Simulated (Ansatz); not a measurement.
**Bi under changes of volume**

One of the cells (33.614 Å³/atom); the others are scaled copies at fixed shape and fractional positions:

```xyz
2
Lattice="3.2384 0.0000 0.0000 0.0000 3.2216 0.0000 -0.0805 0.0000 6.4439" Properties=species:S:1:pos:R:3 pbc="T T T"
Bi    1.7022    0.0000    4.8302
Bi    1.4558    0.0000    1.6137
```

This isn't the form of Bi at room conditions, which is rhombohedral.

```yaml
Program: Ansatz 0.2.0
Functional: LDA
Potentials_or_basis: all-electron LAPW, scalar-relativistic
Cutoff: 189 eV (chosen from the basis error)
Basis_error_allowed: 0.001 eV/atom
k_mesh: 8 × 8 × 4
Occupations: fermi-dirac, width 0.05 eV
Spin: no spin polarisation
```

```tsv
volume (Å³/atom)	energy over the lowest point (meV/atom)	pressure (GPa)	largest force (eV/Å)
31.597	4.82	1.8	0.011
32.270	0.00	0.5	0.010
32.942	0.41	-0.7	0.013
33.614	5.49	-1.7	0.018
34.286	?	?	?
34.959	27.58	-3.5	0.029
35.631	43.73	-4.2	0.034
```

What does the run at 34.286 Å³/atom give?

Energy over the lowest point 14.69 meV/atom; pressure -2.6 GPa; largest force 0.023 eV/Å.

Worked out: A Birch-Murnaghan fit of order 3 (a polynomial in V^(-2/3)) to the other rows has its minimum at 32.55 Å³/atom with B0 = V·E''(V) = 57 GPa and B' = 4.7 at fixed shape and positions, which overstates the stiffness. It gives 14.69 meV/atom at 34.286 Å³/atom, against the run's 14.69, and -dE/dV = -2.6 GPa, against -2.6.

Energies are extrapolated to zero smearing.
